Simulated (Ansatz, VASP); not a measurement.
## One calculation of Li, two programs

```xyz
1
Lattice="-1.7547 1.7547 1.7547 1.7547 -1.7547 1.7547 1.7547 1.7547 -1.7547" Properties=species:S:1:pos:R:3 pbc="T T T"
Li    0.0000    0.0000    0.0000
```

Alike in both runs: task relaxation of cell and atoms; functional PBEsol; k mesh 13 × 13 × 13; occupations fermi-dirac, width 0.1 eV; no spin polarisation.

|  | VASP | Ansatz |
| --- | --- | --- |
| version | VASP 6.6.1 | Ansatz 0.2.0 |
| potentials or method | VASP PAW PBE potentials, release 64 (Li_sv) | plane waves (420 eV) with PAW, scalar-relativistic |
| plane-wave cutoff (eV) | 600 | 420 |
| valence electrons in the cell | 3 | 3 |

Ansatz gave:

```
relaxed volume (Å³/atom)                                     : 20.17
relaxed cell length with the largest relative difference (Å) : 2.970
energy change over the relaxation (meV/atom)                 : -4
```

Q: Which values does VASP return?

A: Relaxed volume (Å³/atom): 19.99; relaxed cell length with the largest relative difference (Å): 2.961; energy change over the relaxation (meV/atom): -5.

Ansatz warned: «pseudo_functional_mismatch».

Caveats: the cutoff is under 1.25 times the usual one of these potentials, so pressure, stress and relaxed cells hold a basis-set (Pulay) error (VASP); the PAW data sets were made with another functional, which shifts forces and pressure a little (VASP).
